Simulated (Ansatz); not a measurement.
## 5 trial structures of SrO

5 cells of SrO were relaxed with r2SCAN in the plane-wave code Ansatz. Computed values for non-magnetic cells; some structures come from databases, others from prototypes and may be hypothetical.

- CsCl type: the symmetry is Pm-3m (No. 221, cubic); conventional cell a = 3.103 Å, 14.94 Å³ an atom. Sr is surrounded by 8 O at 2.69 Å; O is surrounded by 8 Sr at 2.69 Å.
- h-MgO type: it is hexagonal, P6_3/mmc (No. 194); conventional cell a = 4.270 Å, c = 5.144 Å, 20.31 Å³ an atom. Sr has 5 O at 2.47–2.57 Å; O has 5 Sr at 2.47–2.57 Å.
- NiAs type: the symmetry is P6_3/mmc (No. 194, hexagonal); conventional cell a = 3.563 Å, c = 6.255 Å, 17.19 Å³ an atom. Sr has 6 O at 2.58 Å; O has 6 Sr at 2.58 Å.
- rocksalt: it is cubic, Fm-3m (No. 225); a = 5.160 Å in the conventional setting, 17.17 Å³ an atom. Sr has 6 O at 2.58 Å; O has 6 Sr at 2.58 Å.
- database P6_3/mmc (4 atoms): the symmetry is P6_3/mmc (No. 194, hexagonal); conventional cell a = 3.547 Å, c = 6.208 Å, 16.91 Å³ an atom. Sr is surrounded by 6 O at 2.57 Å; O is surrounded by 6 Sr at 2.57 Å.

Energies are counted from the lowest cell, each relaxed with the functional named (k spacing about 0.3 1/Å); gaps are on the r2SCAN cells (d direct, i indirect).
```
                  structure  space group  volume (Å³/atom)  E, r2SCAN (meV/atom)  E, PBEsol (meV/atom)  E, LDA (meV/atom)  E, PBE (meV/atom)   gap, PBE (eV)  gap, r2SCAN (eV)  gap, HSE06 (eV)  gap, PBE0 (eV)
                  CsCl type        Pm-3m             14.94                   381                   372                347                413  2.80 i (M → Γ)    3.31 i (M → Γ)   4.33 i (M → Γ)  5.06 i (M → Γ)
                 h-MgO type     P6_3/mmc             20.31                    86                    74                 94                 51      2.66 d (Γ)        3.03 d (Γ)       4.00 d (Γ)      4.70 d (Γ)
                  NiAs type     P6_3/mmc             17.19                   151                   149                148                151      3.44 d (Γ)        3.98 d (Γ)       4.95 d (Γ)      5.67 d (Γ)
                   rocksalt        Fm-3m             17.17                     0                     0                  0                  0  3.32 i (Γ → X)    3.80 i (Γ → X)   4.79 i (Γ → X)  5.53 i (Γ → X)
database P6_3/mmc (4 atoms)     P6_3/mmc             16.91                    91                    81                 76                 90  3.10 i (Γ → M)    3.54 i (Γ → M)       4.53 d (Γ)      5.24 d (Γ)
```

Among these cells the lowest with r2SCAN is rocksalt, 86 meV an atom below the next, h-MgO type. Other structures, not computed here, could lie lower. PBEsol, LDA, PBE agree on the lowest cell.

Against rocksalt (HSE06 gap 4.79 eV): CsCl type -0.46 eV at -13.0 % volume; h-MgO type -0.79 eV at +18.3 % volume; NiAs type +0.16 eV at +0.1 % volume; database P6_3/mmc (4 atoms) -0.26 eV at -1.5 % volume.

The meshes of the hybrids are coarse, so their gaps aren't converged to the digits shown.
